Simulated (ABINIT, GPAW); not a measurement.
This is a calculation of Bi for GPAW 26.7.0 (ASE script). This isn't the form of Bi at room conditions, which is rhombohedral.

The input run.py:

```python
from ase import Atoms
from ase.dft.bandgap import bandgap
from ase.io import write
from ase.units import Bohr, GPa
from gpaw import GPAW, PW, setup_paths
from gpaw.elf import elf_from_dft_calculation

setup_paths.insert(0, '.')

atoms = Atoms(['Bi', 'Bi'],
              cell=[[3.238376246, 0.0, 0.0],
                    [0.0, 3.22164332, 0.0],
                    [-0.0804548793, 0.0, 6.4438887882]],
              scaled_positions=[[0.54424725, 0.0, 0.74957789],
                                [0.45575275, 0.0, 0.25042211]],
              pbc=True)

calc = GPAW(mode=PW(600),
            xc='PBEsol',
            kpts={'size': (8, 8, 4), 'gamma': True},
            occupations={'name': 'fermi-dirac', 'width': 0.05},
            nbands=25,
            convergence={'density': 1e-05, 'energy': 1e-05},
            maxiter=150,
            txt='gpaw.txt')
atoms.calc = calc
energy = atoms.get_potential_energy()
forces = atoms.get_forces()
stress = atoms.get_stress()
calc.write('gs.gpw')
write('result.traj', atoms)
print(f'Energy: {energy:.6f} eV')
print('Forces (eV/A):')
print(forces.round(4))
print('Stress (GPa):', (stress / GPa).round(3))
print('Fermi level:', round(calc.get_fermi_level(), 4), 'eV')
print(f'Gap: {bandgap(calc)[0]:.4f} eV, direct: {bandgap(calc, direct=True)[0]:.4f} eV')

# fields on the real-space grid
write('density.cube', atoms, data=calc.get_pseudo_density() * Bohr**3)
write('potential.cube', atoms, data=calc.get_electrostatic_potential())
write('elf.cube', atoms, data=elf_from_dft_calculation(calc).data)
```

Potentials or basis: PAW data sets generated in the run's folder for this functional, pw.

Command:

```bash
$ gpaw-setup -f PBEsol Bi
$ OMP_NUM_THREADS=1 python run.py
```

Problem. Translate it to ABINIT 10.8.3 (patched build). Potentials or basis there: PseudoDojo NC SR PBEsol v0.4.1 standard, cutoff 898 eV.

Solution. As run (cutoffs and basis follow the program's own potentials, and thresholds, step limits or extra output files can differ):

run.abi

```
pp_dirpath "./"
pseudos "Bi.upf"

acell 3.238376246 3.22164332 6.4443910265 Angstrom
rprim
     1.0000000000     0.0000000000     0.0000000000
     0.0000000000     1.0000000000     0.0000000000
    -0.0124844813     0.0000000000     0.9999220658
ntypat 1
znucl 83
natom 2
typat 1 1
xcart
     3.2166354344     0.0000000000     9.1277486289
     2.7509710717     0.0000000000     3.0494363584
chkprim 0
chksymtnons 0
tolsym 1.0e-6

ecut 33.0

kptopt 1
ngkpt 8 8 4
nshiftk 1
shiftk 0.0 0.0 0.0

ixc -116133

nband 19
occopt 3
tsmear 0.05 eV

nstep 100
tolvrs 1.0e-10

iomode 3
prtwf 0
prtden 0
prteig 0
prtebands 0
enunit 2
```

Potentials or basis: PseudoDojo NC SR PBEsol v0.4.1 standard.

Launch:

```sh
$ abinit run.abi > log 2>&1
```

Both were run:

|  | GPAW | ABINIT |
| --- | --- | --- |
| Pressure | -0.6 GPa | -0.4 GPa |

Pressure is positive in compression.
